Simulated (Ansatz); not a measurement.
Crystal: WC (Qusongite).

```
CELL_PARAMETERS angstrom
2.90650 0.00000 0.00000
-1.45325 2.51710 0.00000
0.00000 0.00000 2.83660
ATOMIC_POSITIONS crystal
W 0.01703 0.99906 0.01720
C 0.67439 0.33204 0.49156
```

The cell isn't the ideal one: atoms moved at random, drawn with an rms of 0.05 Å.

| Property | Result |
| --- | --- |
| Program | Ansatz 0.2.0 |
| Task | relaxation of the atoms |
| Functional | BPBE |
| Dispersion | D3(BJ) |
| Potentials or basis | JTH PAW |
| Cutoff | 1290 eV (not typed: the program's choice for these potentials) |
| k mesh | 8 × 8 × 7 |
| Occupations | fermi-dirac, width 0.1 eV |
| Spin | no spin polarisation |

At the start: volume 10.38 Å³/atom.

Problem. Where does the relaxation end?

Solution. Over 4 steps the energy falls by 21.6 meV/atom; space group P-6m2 (No. 187, to 0.05 Å).

Step by step:
| step | energy change (eV) | largest force (eV/Å) |
| --- | --- | --- |
| 1 | 0.0000 | 1.1213 |
| 2 | -0.0355 | 0.4687 |
| 3 | -0.0432 | 0.0044 |
| 4 | -0.0432 | 0.0044 |

Final structure:
```cif
data_structure
_symmetry_space_group_name_H-M 'P 1'
_symmetry_Int_Tables_number 1
_cell_length_a 2.9065
_cell_length_b 2.9065
_cell_length_c 2.8366
_cell_angle_alpha 90.000
_cell_angle_beta 90.000
_cell_angle_gamma 120.000
_cell_volume 20.75
loop_
_atom_site_label
_atom_site_type_symbol
_atom_site_fract_x
_atom_site_fract_y
_atom_site_fract_z
_atom_site_occupancy
W1 W 0.01234 0.99889 0.00440 1
C1 C 0.67908 0.33221 0.50435 1
```

Caveat: the dispersion damping was fitted for another functional or another form of the correction; the thresholds are loose for stress.
